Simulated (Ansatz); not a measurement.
The calculation used DFT PBE, scalar-relativistic, plane waves, PAW in Ansatz.

Structure of TiPt3:

```
Ti Pt
1.0
     3.94818    0.00000    0.00000
     0.00000    3.94818    0.00000
     0.00000    0.00000    3.94818
Ti Pt
1 3
Direct
  0.00000 0.00000 0.00000
  0.00000 0.50000 0.50000
  0.50000 0.00000 0.50000
  0.50000 0.50000 0.00000
```

Settings: cutoff 420 eV, Γ-centred mesh 10×10×10 on the computed 4-atom cell, Gaussian smearing of 0.10 eV; no spin polarisation.

Levels along Γ–X–M–Γ–R–X | R–M, in eV from the Fermi level, sorted by energy at each point. Points in fractions of the primitive reciprocal vectors: Γ (0.000 0.000 0.000), X (0.000 0.500 0.000), M (0.500 0.500 0.000), R (0.500 0.500 0.500).
```
point k (1/Å, with 2π) band 29  band 30  band 31  band 32  band 33  band 34  band 35
    Γ             0.000    -0.53     0.01     0.01     0.01     1.31     1.31     1.59
    -             0.114    -0.59    -0.30    -0.30     0.01     1.04     1.28     1.36
    -             0.227    -0.93    -0.93    -0.77     0.01     0.27     1.08     1.08
    -             0.341    -1.62    -1.57    -1.04    -0.70     0.01     0.76     0.76
    -             0.455    -2.21    -1.66    -1.64    -1.31     0.01     0.42     0.42
    -             0.568    -2.53    -2.41    -1.98    -1.36     0.01     0.12     0.12
    -             0.682    -2.56    -2.56    -2.33    -1.34    -0.11    -0.11     0.01
    X             0.796    -2.55    -2.55    -2.49    -1.33    -0.19    -0.19     0.01
    -             0.909    -2.54    -2.46    -2.38    -1.43    -0.36    -0.09     0.09
    -             1.023    -2.52    -2.40    -2.10    -1.67    -0.68     0.14     0.16
    -             1.137    -2.46    -2.39    -1.98    -1.88    -1.07     0.20     0.42
    -             1.250    -2.48    -2.39    -2.33    -1.80    -1.47     0.21     0.45
    -             1.364    -2.71    -2.64    -2.31    -1.90    -1.82     0.21     0.40
    -             1.478    -2.96    -2.86    -2.23    -2.14    -2.06     0.20     0.29
    M             1.591    -2.97    -2.97    -2.31    -2.20    -2.15     0.20     0.20
    -             1.752    -2.96    -2.81    -2.30    -1.98    -1.96     0.26     0.32
    -             1.913    -2.77    -2.53    -2.39    -1.52    -1.50     0.40     0.47
    -             2.074    -2.56    -2.51    -1.88    -1.17    -1.05     0.42     0.59
    -             2.234    -2.20    -1.97    -1.36    -0.91    -0.62     0.62     0.76
    -             2.395    -1.70    -1.38    -0.92    -0.28    -0.19     0.95     0.96
    -             2.556    -0.69    -0.54    -0.49    -0.07     0.80     1.15     1.23
    Γ             2.717    -0.53     0.01     0.01     0.01     1.31     1.31     1.59
    -             2.914    -0.76    -0.76    -0.73    -0.10     0.60     1.15     1.15
    -             3.111    -1.86    -1.86    -1.37    -0.46    -0.22     0.79     0.79
    -             3.307    -2.23    -2.10    -2.10    -1.20    -0.30     0.36     0.36
    -             3.504    -3.06    -2.34    -2.34    -1.48    -0.36     0.22     0.22
    -             3.701    -3.14    -2.40    -2.40    -1.32    -0.41     0.34     0.34
    -             3.898    -1.69    -1.64    -1.64    -0.91    -0.45     0.24     0.24
    R             4.095    -0.84    -0.62    -0.62    -0.62    -0.46    -0.46    -0.46
    -             4.256    -1.56    -1.41    -1.25    -0.93    -0.48     0.17     0.17
    -             4.416    -2.80    -2.17    -1.88    -1.48    -0.55     0.49     0.50
    -             4.577    -2.92    -2.59    -2.43    -1.69    -0.66     0.46     0.59
    -             4.738    -2.87    -2.66    -2.55    -1.67    -0.74     0.27     0.59
    -             4.899    -2.62    -2.50    -2.02    -1.85    -0.68     0.04     0.45
    -             5.059    -2.57    -2.45    -2.24    -1.53    -0.40    -0.13     0.18
    X             5.220    -2.55    -2.55    -2.49    -1.33    -0.19    -0.19     0.01
    R             5.220    -0.84    -0.62    -0.62    -0.62    -0.46    -0.46    -0.46
    -             5.334    -1.16    -1.16    -1.13    -0.80    -0.52     0.02     0.02
    -             5.448    -1.76    -1.76    -1.74    -1.18    -0.69     0.46     0.46
    -             5.561    -2.42    -2.32    -2.32    -1.59    -0.96     0.62     0.62
    -             5.675    -2.75    -2.75    -2.53    -1.92    -1.29     0.52     0.52
    -             5.789    -2.95    -2.95    -2.37    -2.15    -1.65     0.36     0.36
    -             5.902    -2.98    -2.98    -2.27    -2.25    -1.99     0.25     0.25
    M             6.016    -2.97    -2.97    -2.31    -2.20    -2.15     0.20     0.20
```

Spin-orbit coupling is left out, which matters for the bands of heavy elements.

Cost: 1 run of about 0.72 core-minutes, on Arm Neoverse V1 (shared hosts).